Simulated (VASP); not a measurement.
**A VASP 6.6.1 single-point calculation on MgSe**

INCAR

```
NELM = 91
LCHARG = .FALSE.
IBRION = -1
ENCUT = 520
ISPIN = 2
EDIFF = 0.001
PREC = Accurate
ISMEAR = -1
MAGMOM = -3 3
SIGMA = 0.02
NBANDS = 11
LASPH = .TRUE.
LREAL = .FALSE.
NSW = 0
LWAVE = .FALSE.
GGA = PE
ISIF = 2
```

KPOINTS

```
KPOINTS created by Atomic Simulation Environment
0
Monkhorst-Pack
8 8 8
0 0 0
```

POSCAR

```
Mg Se
 1.0000000000000000
     0.0000000000000000    2.7499507232000000    2.7284790408999999
     2.7499507232000000    0.0000000000000000    2.7284790408999999
     2.7499507232000000    2.7499507232000000    0.0000000000000000
 Mg  Se
   1   1
Cartesian
  0.0000000000000000  0.0000000000000000  0.0000000000000000
  2.7499507231999996  2.7499507231999996  2.7284790408999995
```

The recommended PBE PAW datasets give the neutral cell 8 valence electrons.

Command

```
mpirun -np 1 vasp_std
```

Task: How does this run end, and what does it give?

Result: It converged. Results: pressure 0.0 GPa; magnetic moment of the cell 0.00 μB.

OSZICAR

```
N       E                     dE             d eps       ncg     rms          rms(c)
DAV:   1     0.245338280228E+02    0.24534E+02   -0.33778E+03  6504   0.579E+02
DAV:   2    -0.494655886856E+01   -0.29480E+02   -0.27959E+02  7864   0.952E+01
DAV:   3    -0.645260619323E+01   -0.15060E+01   -0.15034E+01  7850   0.229E+01
DAV:   4    -0.646017203842E+01   -0.75658E-02   -0.75655E-02  7071   0.191E+00
DAV:   5    -0.646021771802E+01   -0.45680E-04   -0.45679E-04  7316   0.151E-01    0.675E+00
DAV:   6    -0.753623448760E+01   -0.10760E+01   -0.34461E+00  7326   0.754E+00    0.208E+00
DAV:   7    -0.749155086736E+01    0.44684E-01   -0.21819E-01  6927   0.240E+00    0.138E+00
DAV:   8    -0.749050608759E+01    0.10448E-02   -0.47945E-02  7014   0.127E+00    0.793E-01
DAV:   9    -0.748986019274E+01    0.64589E-03   -0.36553E-03  7257   0.467E-01
   1 F= -.74898602E+01 E0= -.74898602E+01  d E =-.522358E-11  mag=     0.0000
```

These settings aren't sound, so the numbers aren't properties of the crystal. The shifted mesh misses Γ, so a band edge there is missed.

On sound settings PBE gives a gap of 1.73 eV on its mesh and a pressure of 0.7 GPa for the intended cell.
